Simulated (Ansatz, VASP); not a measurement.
# InSe in two plane-wave programs, part 3 of 3

One calculation is typed for both programs; each brings its own data sets and cutoff. How far apart do they land?

VASP 6.6.1 and Ansatz 0.2.0.

So far. Step 2 (VASP: band structure, LDA): The run ends at a pressure of -1.06 GPa, with forces up to 0.26 eV/Å. Step 10 (VASP: band structure, PBEsol, spin-orbit coupling): The run ends at a pressure of 0.28 GPa, with forces up to 0.31 eV/Å.

The database entry behind the starting cell differs from later determinations by our own check (c about 1.5 % long), so it need not match the best structure at ambient conditions.

## 11. Ansatz: band structure, PBEsol, spin-orbit coupling

Level of this step: Ansatz beside VASP: Kohn-Sham DFT, plane waves, PBEsol, spin-orbit coupling (Ansatz).

The same cell, functional, mesh and smearing now go to Ansatz, which takes its cutoff from its data sets.

Input file input.yaml:

```yaml
crystal:
  lattice:
    - [2.0, 1.1547005384, 8.44]
    - [-2.0, 1.1547005384, 8.44]
    - [0.0, -2.3094010768, 8.44]
  atoms:
    - { symbol: In, position: [0.0, 0.0, 0.0] }
    - { symbol: In, position: [0.1114, 0.1114, 0.1114] }
    - { symbol: Se, position: [0.6165, 0.6165, 0.6165] }
    - { symbol: Se, position: [0.8281, 0.8281, 0.8281] }
hamiltonian:
  xc: pbesol
  pseudopotentials: { kind: paw_fr }
magnetization:
  noncollinear: true
  spin_orbit: true
kpoints:
  mp_grid: { grid: [5, 5, 5] }
  band_path:
    path:
      - [0.0, 0.0, 0.0]
      - [0.13333, 0.0, 0.0]
      - [0.3, 0.0, 0.0]
      - [0.46667, 0.0, 0.0]
      - [0.5, 0.03583, -0.03583]
      - [0.5, 0.09554, -0.09554]
      - [0.5, 0.15526, -0.15526]
      - [0.77807, 0.5, 0.22193]
      - [0.67112, 0.5, 0.32888]
      - [0.56417, 0.5, 0.43583]
      - [0.5, 0.5, 0.5]
      - [0.46667, 0.46667, 0.46667]
      - [0.3, 0.3, 0.3]
      - [0.13333, 0.13333, 0.13333]
      - [0.0, 0.0, 0.0]
      - [0.11319, 0.0, -0.11319]
      - [0.20374, 0.0, -0.20374]
      - [0.31693, 0.0, -0.31693]
      - [0.62834, 0.37166, 0.0]
      - [0.57487, 0.42513, 0.0]
      - [0.52139, 0.47861, 0.0]
      - [0.52139, 0.52139, 0.02389]
      - [0.57487, 0.57487, 0.0836]
      - [0.62834, 0.62834, 0.14332]
      - [0.64973, 0.64973, 0.20054]
      - [0.59626, 0.59626, 0.30749]
      - [0.54278, 0.54278, 0.41444]
      - [0.5, 0.0, 0.0]
      - [0.60695, 0.11319, 0.11319]
      - [0.7139, 0.22638, 0.22638]
      - [0.82085, 0.33957, 0.33957]
    npoints: 1
scf:
  occupations: { method: gaussian, width: 0.02 }
  n_extra_bands: 16
output:
  forces: true
  stress: true
  eigenvalues: true
  write_density: true
  write_potential: true
  elf: true
  volumetric_format: npy
```

Command:

```sh
> ansatz run input.yaml --threads 2 --pin off --max-ram 4608MiB --backend cpu --events-out ev --progress --plain --runs-dir out
```

Numbers of over 12 decimals in the logs are rounded to 6 here.

What it wrote:

```text
[...]
non-collinear run that drives no moment, with spin-orbit: no starting moment large enough to seed its density (crystal.atoms[].spin), no starting occupations that ask for one, no magnetisation constraint and no magnetic field, so the semilocal B_xc is pinned to zero
Crystal: 4 atoms, lattice volume = 116.948 Å³
[...]
k-point 0: bands = [... 54 lower, 5.9868, 5.9868, 6.0845, 6.0845, 8.7847, 8.7847, 9.1353, 9.1353, ... 12 higher]
  k-point 1: bands = [... 54 lower, 5.5605, 5.5715, 6.1352, 6.1416, 9.2616, 9.2631, 9.5675, 9.5823, ... 12 higher]
  k-point 2: bands = [... 54 lower, 5.0502, 5.0518, 5.6687, 5.6822, 8.3807, 8.3981, 9.0642, 9.0880, ... 12 higher]
  k-point 18: bands = [... 54 lower, 5.6266, 5.6308, 6.7859, 6.7919, 8.9739, 8.9771, 9.8027, 9.8037, ... 12 higher]
[key lines of the parts left out:]
SCF converged after 10 iterations
Magnetization: |M| = 0.0000 μB,  M = (+0.0000, +0.0000, +0.0000) μB
Free energy (F): -21905.206637 eV
Fermi energy:    7.326874 eV
P = ⅓ Tr σ = 0.2022 GPa (2.022 kbar)
```

Wall time 96 s (2 threads of Arm Neoverse N1, shared host); peak memory 0.87 GiB.

## 12. Side by side

What differs besides the data sets and the points named for the pairs above, as far as they apply: spin-orbit coupling enters by fully relativistic files in Ansatz and inside the spheres in VASP; the data sets hold 58 valence electrons in Ansatz (fully relativistic PAW (standard-fr) files) and 38 in VASP. Total energies have different zeros and are not compared.

Compared:

| quantity | Ansatz | VASP | difference |
| --- | --- | --- | --- |
| pressure (GPa) | 0.20 | 0.28 | -0.08 |
| gap over the path points (eV) | 0.318 | 0.304 | +0.014 |

Forces (eV/Å; atoms numbered as in POSCAR):

| atom | Ansatz x, y, z | VASP x, y, z |
| --- | --- | --- |
| In1 | 0.000, 0.000, 0.276 | 0.000, 0.000, 0.295 |
| In2 | 0.000, 0.000, -0.294 | 0.000, 0.000, -0.314 |
| Se3 | 0.000, 0.000, -0.062 | 0.000, 0.000, -0.086 |
| Se4 | 0.000, 0.000, 0.080 | 0.000, 0.000, 0.104 |

Levels at points of the path, from each program's valence-band top (eV; 8 filled, then empty):

| k (reciprocal lattice) | Ansatz | VASP |
| --- | --- | --- |
| 0.000 0.000 0.000 | -1.39 -1.39 -1.35 -1.35 -1.19 -1.19 -1.09 -1.09 1.61 1.61 1.96 1.96 4.12 4.12 | -1.39 -1.39 -1.36 -1.36 -1.20 -1.20 -1.10 -1.10 1.59 1.59 1.95 1.95 4.13 4.13 |
| 0.133 0.000 0.000 | -1.82 -1.81 -1.55 -1.54 -1.41 -1.40 -1.10 -1.10 1.99 1.99 2.68 2.69 3.55 3.57 | -1.82 -1.82 -1.56 -1.55 -1.42 -1.41 -1.11 -1.11 1.97 1.98 2.67 2.68 3.54 3.57 |
| 0.300 0.000 0.000 | -2.19 -2.19 -2.08 -2.07 -1.92 -1.91 -1.12 -1.10 1.59 1.61 2.00 2.02 3.72 3.75 | -2.20 -2.19 -2.09 -2.08 -1.93 -1.92 -1.12 -1.11 1.58 1.60 2.00 2.01 3.71 3.74 |
| 0.467 0.000 0.000 | -2.47 -2.46 -2.37 -2.37 -2.22 -2.22 -1.68 -1.67 1.11 1.12 1.88 1.89 3.51 3.53 | -2.47 -2.46 -2.38 -2.38 -2.23 -2.23 -1.68 -1.68 1.10 1.11 1.87 1.88 3.50 3.52 |
| 0.500 0.036 -0.036 | -2.74 -2.72 -2.55 -2.49 -2.23 -2.22 -1.67 -1.63 1.27 1.30 1.99 2.05 3.56 3.62 | -2.75 -2.72 -2.56 -2.50 -2.24 -2.23 -1.67 -1.64 1.26 1.29 1.98 2.04 3.56 3.61 |
| 0.500 0.096 -0.096 | -3.46 -3.40 -3.00 -2.95 -2.17 -2.15 -1.61 -1.56 1.85 1.90 2.22 2.31 3.23 3.29 | -3.46 -3.42 -3.00 -2.96 -2.17 -2.15 -1.61 -1.57 1.85 1.90 2.21 2.30 3.23 3.29 |
| 0.500 0.155 -0.155 | -3.82 -3.74 -2.75 -2.70 -2.22 -2.19 -1.73 -1.67 1.73 1.76 2.27 2.38 3.13 3.21 | -3.83 -3.75 -2.75 -2.70 -2.23 -2.19 -1.73 -1.67 1.73 1.75 2.27 2.37 3.13 3.21 |
| 0.778 0.500 0.222 | -3.50 -3.43 -2.57 -2.54 -2.50 -2.47 -1.81 -1.75 1.67 1.72 2.40 2.51 3.53 3.62 | -3.50 -3.44 -2.57 -2.54 -2.50 -2.48 -1.81 -1.75 1.66 1.71 2.39 2.50 3.53 3.62 |
| 0.671 0.500 0.329 | -3.01 -2.97 -2.60 -2.57 -2.26 -2.25 -0.80 -0.79 2.30 2.41 2.57 2.67 3.92 4.04 | -3.02 -2.98 -2.61 -2.58 -2.27 -2.26 -0.80 -0.79 2.30 2.40 2.56 2.66 3.91 4.03 |
| 0.564 0.500 0.436 | -2.00 -2.00 -1.54 -1.53 -1.31 -1.31 -0.10 -0.09 1.12 1.14 2.60 2.62 3.67 3.69 | -2.01 -2.00 -1.54 -1.54 -1.32 -1.32 -0.10 -0.09 1.11 1.12 2.58 2.60 3.67 3.68 |

The forces differ by 13 meV/Å r.m.s., which is 9.7 % of the r.m.s. force of 0.13 eV/Å (both taken over all components). Among the levels compared at these points, filled levels agree within 10 meV and empty ones within 18 meV. Ansatz's pressure holds a Pulay correction of 0.03 GPa; VASP's holds none.

## 13. Other set-ups

Further runs change the set-up of one program: Ansatz's method, potentials or start, or VASP's data sets, cutoff or form of LDA. The table gives Ansatz less VASP for each quantity, since a change that brings one quantity closer may part another.

| run | r.m.s. force difference (meV/Å) | pressure (GPa) | gap over the path points (eV) |
| --- | --- | --- | --- |
| as above | 13 | -0.079 | 0.014 |
| cores kept as stored | 11 | -0.066 | 0.015 |
| Ansatz's larger PAW set (cutoff 620 eV) | 12 | -0.074 | 0.017 |
| norm-conserving potentials (cutoff 1170 eV) | 4.3 | 0.098 | 0.0048 |

## 14. Summary of results

| Item | Value |
| --- | --- |
| r.m.s. force difference (band structure, LDA) | 22 meV/Å |
| r.m.s. force difference (band structure, BLYP) | 6.2 % of the r.m.s. force |
| r.m.s. force difference (band structure, PBEsol, spin-orbit coupling) | 13 meV/Å |

What this shows: The r.m.s. force difference is 6.2 % of the r.m.s. force (band structure, BLYP), beyond the 3 % picked in this series as the mark of a large difference. Band structure, LDA, Ansatz's all-electron LAPW method: the difference in gap over the path points goes from -0.011 to -0.0076 eV. Band structure, LDA, norm-conserving potentials (cutoff 1170 eV): the difference in gap over the path points goes from -0.011 to -0.017 eV. Band structure, BLYP, norm-conserving potentials (cutoff 1170 eV): r.m.s. force difference goes from 16 to 38 meV/Å; the difference in pressure goes from -0.14 to -0.27 GPa; the difference in gap over the path points goes from -0.014 to -0.0064 eV. Band structure, PBEsol, spin-orbit coupling, norm-conserving potentials (cutoff 1170 eV): r.m.s. force difference goes from 13 to 4.3 meV/Å; the difference in pressure goes from -0.079 to 0.098 GPa; the difference in gap over the path points goes from 0.014 to 0.0048 eV. 3 further runs of this series are not shown here. Such differences can come from data sets, numerical settings and the points named under the comparisons, not from the functional's error against experiment.

[Lines on the potential files, build, host, timing and source positions are cut from VASP's logs without a mark.]

[Logs are printed without paths, hosts, clocks, repeated set-up lines and the standing remarks that a program may print on its own settings, such as how far it seeks lower states.]

[Hosts, paths, dates, database ids (printed as entryN), source tags and the programs' standing remarks are cut or masked in the printed files.]
